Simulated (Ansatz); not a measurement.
Input and command of a calculation in Ansatz (plane waves; scalar-relativistic PAW potentials unless the input names others):

```yaml
crystal:
  lattice:
    - [6.0315448033, 4.1488e-06, -0.0086277063]
    - [-1.5078820272, 6.067540806, 0.0079923557]
    - [1.3559553621, 1.8210322955, 0.7988096797]
  atoms:
    - { symbol: Ni, position: [0.3333333333, 0.6666666667, 0.0], spin: 0.7 }
    - { symbol: Ni, position: [0.6666666667, 0.3333333333, 0.0], spin: 0.7 }
    - { symbol: Ni, position: [0.0, 0.0, 0.0], spin: 0.7 }
basis:
  ecutwfc: 420
kpoints:
  mp_grid: { grid: [6, 6, 42], shift: [0.5, 0.5, 0.5] }
hamiltonian:
  xc: lda
scf:
  occupations: { method: gaussian, width: 0.1 }
  mixing: { algorithm: msr1, beta: 0.2, ndim: 4 }
output:
  forces: true
  eigenvalues: true
  stress: true
magnetization:
  spin_polarized: true
```

```bash
ansatz run input.yaml --threads 8 --pin off --max-ram 28672MiB --backend cpu --events-out ev --progress --plain --runs-dir out
```

Abridged log:
```
Pseudopotentials: kind: paw
Pseudopotential: Ni, paw, valence charge 18, recommended cutoff 420 eV (normal)
Functional definition: SPW92
Crystal: 3 atoms, lattice volume = 29.241 Å³
Basis set: ecut = 420 eV, 575 PW (Γ), FFT grids on a1+a2−3a3, −a1+a3, a3
Bands: 34, of which v1, the nominal top of the filled ones, is band 27 counted from 1 (26 counted from 0)
Symmetry: 6 space group operations
Space group: P-1 (ITA 2), of the structure as read, at distance tolerance 3.1e-5 Å
Magnetic group: BNS 2.4 (UNI 4), of the structure as read, at distance tolerance 3.1e-5 Å
k-points: 756 of 1512
Initial density: superposition of atomic densities (chi_scale 0.1, normalization cell)
Starting moments: Σ|m| = 2.1 μB on 3 of 3 sites
Initial wavefunctions: pseudopotential atomic-orbital guess
Functional: x = slater, c = lda
SCF iter   1: F=—  HF=-17317.467955 eV  |F-HF|=—  |Δ(HF+E_count)|=         —  Δρ=1.06e-1 (↑3.89e-2 ↓1.06e-1) dr2=3.43e0  dr2_m=3.13e-1  M=2.331 μB ∫|m|=2.429 μB  β_m=0.20  ethr=3.10e-3  ⟨swp⟩=4.8  Hψ=164555  notcnv=0
Mixer restart at iter 1: flushing history
spin=Collinear: Kerker preconditioning applied to the charge; magnetization (m = ρ↑ − ρ↓) channel mixes plain (no charge-response kernel on spin).
SCF iter   2: F=—  HF=-17316.567957 eV  |F-HF|=—  |Δ(HF+E_count)|=   9.00e-1  Δρ=4.64e-2 (↑9.61e-3 ↓4.64e-2) dr2=4.62e-1  dr2_m=1.25e-1  M=2.199 μB ∫|m|=2.310 μB  β_m=0.26  ethr=3.10e-3  ⟨swp⟩=3.1  Hψ=89315  notcnv=0  defer=2379
SCF iter   3: F=—  HF=-17317.714262 eV  |F-HF|=—  |Δ(HF+E_count)|=    1.15e0  Δρ=1.66e-2 (↑1.66e-2 ↓1.06e-2) dr2=4.28e-2  dr2_m=1.35e-2  M=2.033 μB ∫|m|=2.163 μB  β_m=0.48  ethr=8.56e-4  ⟨swp⟩=2.1  Hψ=67950  notcnv=0  defer=2379
SCF iter   4: F=—  HF=-17319.370363 eV  |F-HF|=—  |Δ(HF+E_count)|=    1.66e0  Δρ=2.24e-2 (↑1.43e-2 ↓2.24e-2) dr2=1.96e-1  dr2_m=7.61e-3  M=1.870 μB ∫|m|=2.018 μB  β_m=0.48  ethr=7.92e-5  ⟨swp⟩=2.4  Hψ=102421  notcnv=0  defer=2417
SCF iter   5: F=—  HF=-17319.984023 eV  |F-HF|=—  |Δ(HF+E_count)|=   6.14e-1  Δρ=6.90e-3 (↑3.62e-3 ↓6.90e-3) dr2=2.17e-2  dr2_m=1.15e-3  M=1.770 μB ∫|m|=1.924 μB  β_m=0.54  ethr=7.92e-5  ⟨swp⟩=2.5  Hψ=101569  notcnv=0  defer=2412
SCF iter   6: F=—  HF=-17320.006135 eV  |F-HF|=—  |Δ(HF+E_count)|=   2.21e-2  Δρ=3.77e-3 (↑1.97e-3 ↓3.77e-3) dr2=6.61e-3  dr2_m=3.97e-4  M=1.763 μB ∫|m|=1.918 μB  β_m=0.76  ethr=4.02e-5  ⟨swp⟩=1.1  Hψ=63132  notcnv=0  defer=2350
SCF iter   7: F=—  HF=-17320.024885 eV  |F-HF|=—  |Δ(HF+E_count)|=   1.88e-2  Δρ=1.24e-3 (↑5.43e-4 ↓1.24e-3) dr2=5.72e-4  dr2_m=4.19e-5  M=1.747 μB ∫|m|=1.904 μB  β_m=0.88  ethr=1.22e-5  ⟨swp⟩=2.0  Hψ=73129  notcnv=0  defer=2389
SCF iter   8: F=—  HF=-17320.025216 eV  |F-HF|=—  |Δ(HF+E_count)|=   3.31e-4  Δρ=8.57e-4 (↑4.61e-4 ↓8.57e-4) dr2=2.78e-4  dr2_m=1.28e-5  M=1.744 μB ∫|m|=1.901 μB  β_m=0.74  ethr=1.06e-6  ⟨swp⟩=2.0  Hψ=83363  notcnv=0  defer=2474
SCF iter   9: F=—  HF=-17320.025254 eV  |F-HF|=—  |Δ(HF+E_count)|=   3.73e-5  Δρ=2.74e-4 (↑1.19e-4 ↓2.74e-4) dr2=2.50e-5  dr2_m=2.01e-6  M=1.744 μB ∫|m|=1.901 μB  β_m=0.87  ethr=5.15e-7  ⟨swp⟩=2.0  Hψ=66273  notcnv=0  defer=2474
SCF iter  10: F=—  HF=-17320.025264 eV  |F-HF|=—  |Δ(HF+E_count)|=   9.84e-6  Δρ=1.04e-4 (↑5.33e-5 ↓1.04e-4) dr2=3.75e-6  dr2_m=2.05e-7  M=1.744 μB ∫|m|=1.901 μB  β_m=0.76  ethr=4.63e-8  ⟨swp⟩=2.1  Hψ=64578  notcnv=0  defer=2475
SCF iter  11: F=—  HF=-17320.025263 eV  |F-HF|=—  |Δ(HF+E_count)|=   5.14e-7  Δρ=6.20e-6 (↑4.60e-6 ↓6.20e-6) dr2=6.62e-9  dr2_m=4.50e-9  M=1.744 μB ∫|m|=1.901 μB  β_m=0.88  ethr=6.95e-9  ⟨swp⟩=2.0  Hψ=76322  notcnv=0  defer=2475
SCF iter  12: F=-17320.025263 eV  HF=-17320.025263 eV  |F-HF|=2.94e-9  |Δ(HF+E_count)|=  4.98e-10  Δρ=4.82e-6 (↑1.74e-6 ↓4.82e-6) dr2=4.64e-9  dr2_m=7.89e-10  M=1.744 μB ∫|m|=1.901 μB  ethr=1.23e-11  ⟨swp⟩=6.2  Hψ=210857  notcnv=0
SCF 1 converged in 12 iterations: F = -17320.025263 eV  dr2 = 4.64e-9
SCF converged after 12 iterations
Magnetization: 1.7444 μB (27.8722 up, 26.1278 down)
Absolute magnetization: 1.9032 μB (∫|ρ↑−ρ↓|, with the PAW one-centre terms)
Spin contamination: 0.0098 ħ² per cell (⟨S²⟩ above its minimum at these occupations)
Per-site moments (μB) at R_I (Å): [(0.60615987, 0.95498988), (0.60615987, 0.95498988), (0.60615987, 0.95498988)]
Free energy (F): -17320.025263 eV
Harris-Foulkes:  -17320.025263 eV  (|F-HF|=2.94e-9)
Internal energy: -17320.000867 eV  (E = F + TS)
E sigma→0 (E₀):  -17320.013065 eV
Entropy (-TS):   -0.024396 eV (-8.132 meV/atom)
Fermi energy:    20.342296 eV
--- Forces (eV/Å), atoms counted from 1 ---
  atom   1  Ni     0.00000000     0.00000000     0.00000000
  atom   2  Ni     0.00000000     0.00000000     0.00000000
  atom   3  Ni     0.00000000     0.00000000     0.00000000
--- Stress (GPa, compression-positive) ---
       21.121168       0.769310      -0.081265
        0.769312       5.844396      -0.076631
       -0.081267      -0.076631       0.081423
  P = ⅓ Tr σ = 9.0157 GPa (90.157 kbar)
```

Apart from outputs, empty bands and the relaxation, which only the reference makes, the input differs from a reference run on usual settings in kpoints.mp_grid.shift: not typed → [0.5, 0.5, 0.5]; scf.mixing.algorithm: not typed → "msr1"; scf.mixing.beta: not typed → 0.2; scf.mixing.ndim: not typed → 4. The reference, at the same geometry, ended its own course with pressure 8.97 GPa, largest force 0.000 eV/Å, no gap on the mesh. This run converged in 12 SCF iterations with an energy at zero smearing 0.41 meV/atom below the reference's, pressure 9.02 GPa, largest force 0.000 eV/Å, no gap on the mesh.

It took 22 s on 8 threads of AMD EPYC 7R13 Processor (Zen 3), with other jobs on the host, peak memory 1.4 GiB.